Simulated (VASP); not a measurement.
The system is GaSe.

```
Ga Se
1.0
     3.74200    0.00000    0.00000
    -1.87100    3.24067    0.00000
     0.00000    0.00000   15.91900
Ga Se
4 4
Direct
  0.33333 0.66667 0.17700
  0.66667 0.33333 0.67700
  0.33333 0.66667 0.32300
  0.66667 0.33333 0.82300
  0.33333 0.66667 0.60000
  0.66667 0.33333 0.10000
  0.33333 0.66667 0.90000
  0.66667 0.33333 0.40000
```

```yaml
Program: VASP 6.6.1
Task: relaxation of cell and atoms
Functional: PBE
Potentials_or_basis: VASP PAW PBE potentials, release 64 (Ga_d, Se)
Cutoff: 600 eV
k_mesh: 12 × 12 × 2
Occupations: gaussian, width 0.03 eV
Spin: no spin polarisation
```

At the start: pressure 3.1 GPa; volume 24.13 Å³/atom.

Question: How do energy, volume and symmetry change on relaxing?

Answer: Over 14 steps the energy falls by 38.6 meV/atom and the volume is 28.49 Å³/atom (+18.1 %); space group P6_3/mmc (No. 194, to 0.05 Å).

Step by step:
```
step  energy change (eV)  largest force (eV/Å)  pressure (GPa)  volume (Å³)
   1              0.0000                1.2280            3.09       193.04
   2             -0.2224                0.2384           -0.13       206.33
   3             -0.2300                0.2077            0.29       204.05
   4             -0.2443                0.1818            0.00       205.82
   5             -0.2497                0.1545           -0.28       207.73
   6             -0.2553                0.0989            0.22       207.05
   7             -0.2554                0.1100            0.26       206.97
   8             -0.2618                0.1022            0.20       207.84
   9             -0.2776                0.0765            0.18       210.46
  10             -0.2967                0.0218            0.11       215.68
  11             -0.3057                0.1118            0.26       226.06
  12             -0.2505                0.4054           -1.08       237.96
  13             -0.3084                0.0122           -0.03       228.20
  14             -0.3084                0.0039            0.00       227.95
```

Final structure:
```xyz
8
Lattice="3.8169 0.0000 0.0000 -1.9084 3.3055 0.0000 0.0000 0.0000 18.0668" Properties=species:S:1:pos:R:3 pbc="T T T"
Ga    0.0000    2.2037    3.2822
Ga    1.9084    1.1018   12.3156
Ga    0.0000    2.2037    5.7512
Ga    1.9084    1.1018   14.7846
Se    0.0000    2.2037   11.1420
Se    1.9084    1.1018    2.1086
Se    0.0000    2.2037   15.9582
Se    1.9084    1.1018    6.9248
```

Caveat: the volume moved by over 15 % at a fixed basis, so the end points are rough; this functional lacks dispersion, which binds the layers, so the pressure and a relaxed spacing across them are unreliable, and here the layers came unbound; the volume moved by +18 % from the deposited cell, more than functionals usually miss.
